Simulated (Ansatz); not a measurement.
Computed with DFT PBE, scalar-relativistic, plane waves, PAW in Ansatz. All cells share a 420 eV cutoff and Γ-centred k meshes spaced at most about 0.3 Å⁻¹ (about 0.25 or finer for metals, 2π included). No spin polarisation.

All energies are static (0 K, no zero-point motion).

Compare these two cells of TaSi2, each relaxed at this level.

A.

```xyz
9
Lattice="4.8062 0.0000 0.0000 -2.4031 4.1623 0.0000 0.0000 0.0000 6.5969" Properties=species:S:1:pos:R:3 pbc="T T T"
Ta    2.4031    0.0000    0.0000
Ta    1.2015    2.0811    4.3979
Ta   -1.2015    2.0811    2.1990
Si    0.0000    1.3225    0.0000
Si    3.6609    0.6612    4.3979
Si    1.2578    3.5010    2.1990
Si    2.4031    2.8398    0.0000
Si   -1.2578    3.5010    4.3979
Si    1.1453    0.6612    2.1990
```

B.

```xyz
3
Lattice="1.8038 1.0414 4.3504 -1.8038 1.0414 4.3504 0.0000 -2.0829 4.3504" Properties=species:S:1:pos:R:3 pbc="T T T"
Ta    0.0000    0.0000    6.5256
Si    0.0000    0.0000    3.7717
Si    0.0000    0.0000    9.2795
```

Problem. Which form is favoured at zero pressure, and by what margin per atom?

Solution. A is lower, by 0.32 eV/atom. A has space group P6_422 (No. 181), 14.7 Å³/atom and no gap on its mesh; B has space group R-3m (No. 166), 16.3 Å³/atom and no gap. Counting Si atoms around Ta (those within 1.25 times the shortest such distance or 1.15 times the sum of covalent radii, 1.27 where that leaves under three), A has Ta 10 and B has Ta 8. B holds Si–Si nets (shortest 2.38 Å); in A the shortest Si–Si distance is 2.57 Å, near bonding range too. The denser one is the lower, and pressure would at first widen the difference. In A, around Ta lie 10 Si at 2.62–2.84 Å and 4 Ta at 3.26 Å; around Si lie 3 Si at 2.57–2.64 Å, 5 Ta at 2.62–2.84 Å, 2 Si at 2.84 Å, 2 Si at 3.18 Å and 2 Si at 3.34 Å. In B, Ta has 8 Si at 2.62–2.75 Å; Si is surrounded by 3 Si at 2.38 Å and 4 Ta at 2.62–2.75 Å. Origin: A, reached from a cell as deposited in COD, among other starts; B, invented. Checks on A: no imaginary mode at Γ (other wave vectors untested).

Spin–orbit coupling, which can matter for Ta, is left out. Cells relaxed within their symmetry can be saddle points.
